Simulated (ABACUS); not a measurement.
# KF (Carobbiite) (Fm-3m) in ABACUS: equation of state

Aim: energy against volume of KF (Carobbiite) in PBEsol, for its equilibrium volume and stiffness.

Program: ABACUS 3.10.1. These are calculated values, not measurements. Logs are shortened: lines on timing, memory, paths and dates and some standing lists are left out, and cuts for length are marked.

## 1. The crystal as given

Symmetry: Fm-3m, No. 225, cubic system. The conventional cell has a = 5.344 Å, b = 5.344 Å, c = 5.344 Å, α = 90.00°, β = 90.00°, γ = 90.00°. Around K (site symmetry m-3m) lie 6 F at 2.67 Å. F (site symmetry m-3m) has 6 K at 2.67 Å as nearest neighbours.

## 2. Equation of state, PBEsol, 17.93 Å³/atom (volume scaled by 0.94)

INPUT

```
INPUT_PARAMETERS
suffix              KF
calculation         scf
basis_type          pw
pseudo_dir          ./
symmetry            1
dft_functional      pbesol
ecutwfc             84
pseudo_rcut         7
nspin               1
nbands              12
ks_solver           dav
smearing_method     fd
smearing_sigma      0.00367493
scf_thr             1e-08
scf_nmax            100
mixing_type         broyden
mixing_beta         0.7
cal_force           1
cal_stress          1
kpar                4
```

STRU

```
ATOMIC_SPECIES
K 39.0983 K.upf
F 18.9984 F.upf

LATTICE_CONSTANT
1.8897261246

LATTICE_VECTORS
0.0000000000 2.6173071446 2.6173071446
2.6173071446 0.0000000000 2.6173071446
2.6173071446 2.6173071446 0.0000000000

ATOMIC_POSITIONS
Direct

K
0.0
1
0.0000000000 0.0000000000 0.0000000000 1 1 1

F
0.0
1
0.5000000000 0.5000000000 0.5000000000 1 1 1
```

KPT

```
K_POINTS
0
Gamma
9 9 9 0 0 0
```

Potentials or basis: PseudoDojo NC SR 0.4.1 PBEsol standard, plane waves.

Launch:

```
OMP_NUM_THREADS=1 mpirun -np 4 abacus > log
```

running log:

```text
ABACUS v3.10.1

               Atomic-orbital Based Ab-initio Computation at UStc

 ------------------------------------------------------------------------------------

 READING GENERAL INFORMATION
                           global_out_dir = OUT.KF/
                           global_in_card = INPUT
                               pseudo_dir = ./
                              orbital_dir =
                                    DSIZE = 4
                                    GSIZE = 1

 READING UNITCELL INFORMATION
                                    ntype = 2
                  lattice constant (Bohr) = 1.88973
              lattice constant (Angstrom) = 1

 READING ATOM TYPE 1
                               atom label = K
                      L=0, number of zeta = 1
                      L=1, number of zeta = 1
                      L=2, number of zeta = 1
             number of atom for this type = 1

 READING ATOM TYPE 2
                               atom label = F
                      L=0, number of zeta = 1
                      L=1, number of zeta = 1
                      L=2, number of zeta = 1
             number of atom for this type = 1

                        TOTAL ATOM NUMBER = 2
DIRECT COORDINATES
    atom                   x                   y                   z     mag                  vx                  vy                  vz
taud_K1            0.0000000000        0.0000000000        0.0000000000  0.0000        0.0000000000        0.0000000000        0.0000000000
taud_F1            0.5000000000        0.5000000000        0.5000000000  0.0000        0.0000000000        0.0000000000        0.0000000000

                          Volume (Bohr^3) = 241.986
                             Volume (A^3) = 35.8586

 Lattice vectors: (Cartesian coordinate: in unit of a_0)
                   +0            +2.61731            +2.61731
             +2.61731                  +0            +2.61731
             +2.61731            +2.61731                  +0
 Reciprocal vectors: (Cartesian coordinate: in unit of 2 pi/a_0)
            -0.191036           +0.191036           +0.191036
            +0.191036           -0.191036           +0.191036
            +0.191036           +0.191036           -0.191036
 The esolver type has been set to : ksdft_pw

                PAO radial cut off (Bohr) = 7

 Read in pseudopotential file is K.upf
                     pseudopotential type = NC
          exchange-correlation functional = PBESOL
                 nonlocal core correction = 1
                        valence electrons = 9
                                     lmax = 2
                           number of zeta = 3
[... 7 lines left out ...]
                PAO radial cut off (Bohr) = 7

 Read in pseudopotential file is F.upf
                     pseudopotential type = NC
          exchange-correlation functional = PBESOL
                 nonlocal core correction = 1
                        valence electrons = 7
                                     lmax = 2
                           number of zeta = 2
                     number of projectors = 5
                           L of projector = 0
                           L of projector = 0
                           L of projector = 1
                           L of projector = 1
                           L of projector = 2
     initial pseudo atomic orbital number = 9

 SETUP THE ELECTRONS NUMBER
             electron number of element K = 9
       total electron number of element K = 9
             electron number of element F = 7
       total electron number of element F = 7
            AUTOSET number of electrons:  = 16
                           occupied bands = 8
                                   NBANDS = 12
                                   NLOCAL = 18

%%%%%%%%%%%%%%%%%%%%%%%%%%%%%%%%%%%%%%%%%%%%%%%%%%%%%%%%%%%%%%%%%%%%%%%%%%%%%%%%%%%%%%%%%%%%%%%%%%%%%%%%%%
 Warning: the number of valence electrons in pseudopotential > 1 for K: [Ar] 4s1
 Pseudopotentials with additional electrons can yield (more) accurate outcomes, but may be less efficient.
 If you're confident that your chosen pseudopotential is appropriate, you can safely ignore this warning.
%%%%%%%%%%%%%%%%%%%%%%%%%%%%%%%%%%%%%%%%%%%%%%%%%%%%%%%%%%%%%%%%%%%%%%%%%%%%%%%%%%%%%%%%%%%%%%%%%%%%%%%%%%

 SETUP THE PLANE WAVE BASIS
 energy cutoff for charge/potential (unit:Ry) = 336
            fft grid for charge/potential = [ 45, 45, 45 ]
                        fft grid division = [ 1, 1, 1 ]
        big fft grid for charge/potential = [ 45, 45, 45 ]
                                     nbxx = 91125
                                     nrxx = 91125

 SETUP PLANE WAVES FOR CHARGE/POTENTIAL
                    number of plane waves = 25125
                         number of sticks = 1135

 PARALLEL PW FOR CHARGE/POTENTIAL
     PROC   COLUMNS(POT)             PW
        1           1135          25125
 --------------- sum -------------------
[... 51 lines left out ...]
(for k-lattice: )
                             BRAVAIS TYPE = 2
                     BRAVAIS LATTICE NAME = 02. Cubic I (body-centered)
                                    ibrav = 2
                       right hand lattice = 1
                        ROTATION MATRICES = 48
                               nkstot_ibz = 35
K-POINTS REDUCTION ACCORDING TO SYMMETRY
     IBZ    DIRECT_X    DIRECT_Y    DIRECT_Z  WEIGHT  ibz2bz
       1  0.00000000  0.00000000  0.00000000  0.0014       0
       2  0.11111111  0.11111111  0.11111111  0.0110       1
       3  0.22222222  0.22222222  0.22222222  0.0110       2
       4  0.33333333  0.33333333  0.33333333  0.0110       3
       5  0.44444444  0.44444444  0.44444444  0.0110       4
       6  0.11111111  0.11111111  0.00000000  0.0082      10
[... 22 lines left out ...]
      29  0.44444444  0.33333333  0.11111111  0.0329     112
      30 -0.44444444  0.44444444  0.22222222  0.0658     113
[... 5 further k points ...]

                               nkstot now = 35
[... K-POINTS DIRECT COORDINATES: 35 rows ...]

           k-point number in this process = 9
       minimum distributed K point number = 8
[... stars of the k points ...]

[... K-POINTS CARTESIAN COORDINATES: 9 rows ...]

[... K-POINTS DIRECT COORDINATES: 9 rows ...]

 SETUP PLANE WAVES FOR WAVE FUNCTIONS
     energy cutoff for wavefunc (unit:Ry) = 84
              fft grid for wave functions = [ 45, 45, 45 ]
                    number of plane waves = 3695
                         number of sticks = 313

 PARALLEL PW FOR WAVE FUNCTIONS
     PROC   COLUMNS(POT)             PW
        1            313           3695
 --------------- sum -------------------
        1            313           3695

 SETUP NONLOCAL PSEUDOPOTENTIALS IN PLANE WAVE BASIS
 K non-local projectors:
 projector 1 L=0
 projector 2 L=0
 projector 3 L=1
 projector 4 L=1
 projector 5 L=2
 projector 6 L=2
 F non-local projectors:
 projector 1 L=0
 projector 2 L=0
 projector 3 L=1
 projector 4 L=1
 projector 5 L=2
      TOTAL NUMBER OF NONLOCAL PROJECTORS = 31

 Init Non-Local PseudoPotential table :
 Init Non-Local-Pseudopotential done.

                                     npwx = 3161

 Make real space PAO into reciprocal space.
       max mesh points in Pseudopotential = 701
     dq(describe PAO in reciprocal space) = 0.01
                                    max q = 1104

 number of pseudo atomic orbitals for K is 3
WARNING: norm of atomic wavefunction # 2 of atomic type K is 0.999999, renormalized
WARNING: norm of atomic wavefunction # 3 of atomic type K is 0.923301, renormalized

 number of pseudo atomic orbitals for F is 2
WARNING: norm of atomic wavefunction # 2 of atomic type F is 0.999994, renormalized

 -------------------------------------------
 SELF-CONSISTENT
 -------------------------------------------
                                 init_chg = atomic

 PW ALGORITHM --------------- ION=   1  ELEC=   1--------------------------------

 Density error is 0.314495902346
                          Error Threshold = 0.01
----------------------------------------------------------
     Energy           Rydberg                 eV
----------------------------------------------------------
 E_KohnSham     -109.2167068499      -1485.9695299540
 E_Harris       -106.8233624214      -1453.4064084501
 E_Fermi        0.2021928990         2.7509755215
----------------------------------------------------------
[... 75 lines left out ...]
 Density error is 2.43866169997e-10
                          Error Threshold = 1.07065511663e-10
----------------------------------------------------------
     Energy           Rydberg                 eV
----------------------------------------------------------
 E_KohnSham     -109.3398884036      -1487.6455009726
 E_KS(sigma->0) -109.3398884036      -1487.6455009726
 E_Harris       -109.3398358746      -1487.6447862793
 E_band         -8.5158244765        -115.8637360483
 E_one_elec     -38.8362614480       -528.3944447104
 E_Hartree      27.2779271113        371.1352383429
 E_xc           -23.6469656003       -321.7334725746
 E_Ewald        -74.1345884666       -1008.6528220306
 E_entropy(-TS) 0.0000000000         0.0000000000
 E_descf        0.0000000000         0.0000000000
 E_exx          0.0000000000         0.0000000000
 E_Fermi        0.4315787146         5.8719296540
----------------------------------------------------------

 charge density convergence is achieved
 final etot is -1487.645501 eV
 EFERMI = 5.871929654 eV

 STATE ENERGY(eV) AND OCCUPATIONS    NSPIN == 1
 1/9 kpoint (Cartesian) = 0.0000 0.0000 0.0000 (3143 pws)
       1       -23.9000     0.00274348
       2       -16.6247     0.00274348
       3       -7.16019     0.00274348
       4       -7.16019     0.00274348
       5       -7.16019     0.00274348
       6        1.88011     0.00274348
       7        1.88011     0.00274348
       8        1.88011     0.00274348
       9        8.26322    4.65381e-24
      10        12.6924    1.57055e-62
      11        12.6924    1.57055e-62
      12        12.6924    1.57055e-62
[... 57 lines left out ...]
 6/9 kpoint (Cartesian) = 0.0000 0.0000 0.042452 (3155 pws)
       1       -23.8802      0.0164609
       2       -16.6428      0.0164609
       3       -7.19106      0.0164609
       4       -7.19106      0.0164609
       5       -7.17179      0.0164609
       6        1.64610      0.0164609
       7        1.86543      0.0164609
       8        1.86543      0.0164609
       9        8.73022    2.45254e-27
      10        12.2067    1.56025e-57
      11        13.0371    9.57020e-65
      12        13.0371    9.57020e-65

[... levels at 3 further k points ...]

------------------------------------------------------------------------------------------
 TOTAL-FORCE (eV/Angstrom)
------------------------------------------------------------------------------------------
                        K1         0.0000000000         0.0000000000         0.0000000000
                        F1         0.0000000000         0.0000000000         0.0000000000
------------------------------------------------------------------------------------------

----------------------------------------------------------------
 TOTAL-STRESS (KBAR)
----------------------------------------------------------------
        13.9661540339        -0.0000000000         0.0000000000
        -0.0000000000        13.9661540339         0.0000000000
        -0.0000000000         0.0000000000        13.9661540339
----------------------------------------------------------------
 TOTAL-PRESSURE: 13.966154 KBAR

 --------------------------------------------
 !FINAL_ETOT_IS -1487.6455009726155367 eV
 --------------------------------------------
```

It took 14 s on 4 MPI ranks of Intel Xeon Platinum 8259CL at 2.50GHz (Skylake/Cascade Lake), shared host; peak memory 0.36 GiB.

What came out:

```
Free energy            : -1487.6455 eV
Pressure               : 1.4 GPa
Band gap on the k mesh : 6.38 eV, direct
```

Caveat: an odd mesh through Γ misses points on the zone boundary, where band edges often lie.

## 3. Equation of state, PBEsol, 18.31 Å³/atom (volume scaled by 0.96)

INPUT is that of step 2.

STRU, as its differences from that of step 2:

```diff
@@ -8,5 +8,5 @@
 LATTICE_VECTORS
-0.0000000000 2.6173071446 2.6173071446
-2.6173071446 0.0000000000 2.6173071446
-2.6173071446 2.6173071446 0.0000000000
+0.0000000000 2.6357394923 2.6357394923
+2.6357394923 0.0000000000 2.6357394923
+2.6357394923 2.6357394923 0.0000000000
```

KPT is that of step 2.

Potentials or basis: PseudoDojo NC SR 0.4.1 PBEsol standard, plane waves.

Launch:

```
OMP_NUM_THREADS=1 mpirun -np 4 abacus > log
```

Run time: 11 s. Hardware: 4 MPI ranks of Intel Xeon Platinum 8259CL at 2.50GHz (Skylake/Cascade Lake), shared host; peak memory 0.36 GiB.

Results (log left out):

```yaml
Free_energy: -1487.6502 eV
Pressure: 0.6 GPa
Band_gap_on_the_k_mesh: 6.27 eV, direct
```

Caveat: an odd mesh through Γ misses points on the zone boundary, where band edges often lie.

## 4. Equation of state, PBEsol, 18.69 Å³/atom (volume scaled by 0.98)

INPUT is that of step 3.

STRU, as its differences from that of step 3:

```diff
@@ -8,5 +8,5 @@
 LATTICE_VECTORS
-0.0000000000 2.6357394923 2.6357394923
-2.6357394923 0.0000000000 2.6357394923
-2.6357394923 2.6357394923 0.0000000000
+0.0000000000 2.6539175805 2.6539175805
+2.6539175805 0.0000000000 2.6539175805
+2.6539175805 2.6539175805 0.0000000000
```

KPT is that of step 3.

Launch:

```
OMP_NUM_THREADS=1 mpirun -np 4 abacus > log
```

Wall time 11 s (4 MPI ranks of Intel Xeon Platinum 8259CL at 2.50GHz (Skylake/Cascade Lake), shared host); peak memory 0.36 GiB.

It converged, with:

```yaml
Free_energy: -1487.6514 eV
Pressure: -0.1 GPa
Band_gap_on_the_k_mesh: 6.16 eV, direct
```

Caveat: an odd mesh through Γ misses points on the zone boundary, where band edges often lie.

## 5. Equation of state, PBEsol, 19.07 Å³/atom

INPUT is that of step 4.

STRU, as its differences from that of step 4:

```diff
@@ -8,5 +8,5 @@
 LATTICE_VECTORS
-0.0000000000 2.6539175805 2.6539175805
-2.6539175805 0.0000000000 2.6539175805
-2.6539175805 2.6539175805 0.0000000000
+0.0000000000 2.6718500000 2.6718500000
+2.6718500000 0.0000000000 2.6718500000
+2.6718500000 2.6718500000 0.0000000000
```

KPT is that of step 4.

Launch:

```
OMP_NUM_THREADS=1 mpirun -np 4 abacus > log
```

It took 13 s on 4 MPI ranks of Intel Xeon Platinum 8259CL at 2.50GHz (Skylake/Cascade Lake), shared host; peak memory 0.36 GiB.

It converged, with:

- Free energy: -1487.6493 eV
- Pressure: -0.7 GPa
- Band gap on the k mesh: 6.06 eV, direct

Caveat: an odd mesh through Γ misses points on the zone boundary, where band edges often lie.

## 6. Equation of state, PBEsol, 19.46 Å³/atom (volume scaled by 1.02)

INPUT is that of step 5.

STRU, as its differences from that of step 5:

```diff
@@ -8,5 +8,5 @@
 LATTICE_VECTORS
-0.0000000000 2.6718500000 2.6718500000
-2.6718500000 0.0000000000 2.6718500000
-2.6718500000 2.6718500000 0.0000000000
+0.0000000000 2.6895448865 2.6895448865
+2.6895448865 0.0000000000 2.6895448865
+2.6895448865 2.6895448865 0.0000000000
```

KPT is that of step 5.

Potentials or basis: PseudoDojo NC SR 0.4.1 PBEsol standard, plane waves.

Launch:

```
OMP_NUM_THREADS=1 mpirun -np 4 abacus > log
```

It took 13 s on 4 MPI ranks of Intel Xeon Platinum 8259CL at 2.50GHz (Skylake/Cascade Lake), shared host; peak memory 0.36 GiB.

It converged, with:

| Quantity | Value |
| --- | --- |
| Free energy | -1487.6445 eV |
| Pressure | -1.3 GPa |
| Band gap on the k mesh | 5.96 eV, direct |

Caveat: an odd mesh through Γ misses points on the zone boundary, where band edges often lie.

## 7. Equation of state, PBEsol, 19.84 Å³/atom (volume scaled by 1.04)

INPUT is that of step 6.

STRU, as its differences from that of step 6:

```diff
@@ -8,5 +8,5 @@
 LATTICE_VECTORS
-0.0000000000 2.6895448865 2.6895448865
-2.6895448865 0.0000000000 2.6895448865
-2.6895448865 2.6895448865 0.0000000000
+0.0000000000 2.7070099531 2.7070099531
+2.7070099531 0.0000000000 2.7070099531
+2.7070099531 2.7070099531 0.0000000000
```

KPT is that of step 6.

Launch:

```
OMP_NUM_THREADS=1 mpirun -np 4 abacus > log
```

Wall time 13 s (4 MPI ranks of Intel Xeon Platinum 8259CL at 2.50GHz (Skylake/Cascade Lake), shared host); peak memory 0.36 GiB.

The run converged. Its results:

```
Free energy            : -1487.6371 eV
Pressure               : -1.8 GPa
Band gap on the k mesh : 5.87 eV, direct
```

Caveat: an odd mesh through Γ misses points on the zone boundary, where band edges often lie.

## 8. Equation of state, PBEsol, 20.22 Å³/atom (volume scaled by 1.06)

INPUT is that of step 7.

STRU, as its differences from that of step 7:

```diff
@@ -8,5 +8,5 @@
 LATTICE_VECTORS
-0.0000000000 2.7070099531 2.7070099531
-2.7070099531 0.0000000000 2.7070099531
-2.7070099531 2.7070099531 0.0000000000
+0.0000000000 2.7242525196 2.7242525196
+2.7242525196 0.0000000000 2.7242525196
+2.7242525196 2.7242525196 0.0000000000
```

KPT is that of step 7.

Launch:

```
OMP_NUM_THREADS=1 mpirun -np 4 abacus > log
```

Wall time 12 s (4 MPI ranks of Intel Xeon Platinum 8259CL at 2.50GHz (Skylake/Cascade Lake), shared host); peak memory 0.36 GiB.

The run converged. Its results:

```yaml
Free_energy: -1487.6276 eV
Pressure: -2.2 GPa
Band_gap_on_the_k_mesh: 5.78 eV, direct
```

Caveat: an odd mesh through Γ misses points on the zone boundary, where band edges often lie.

## 9. Equation of state, PBEsol

Potentials or basis: PseudoDojo NC SR 0.4.1 PBEsol standard, plane waves.

This step only gathers the single runs of the series.

What came out:

```
Equilibrium volume                      : 18.63 Å³/atom
Bulk modulus                            : 33 GPa
Pressure derivative of the bulk modulus : 5.0
```

Energy against volume, from the lowest point:
```
volume (Å³/atom)  energy (meV/atom)
          17.929               2.94
          18.311               0.57
          18.692               0.00
          19.074               1.02
          19.455               3.45
          19.837               7.13
          20.218              11.91
```
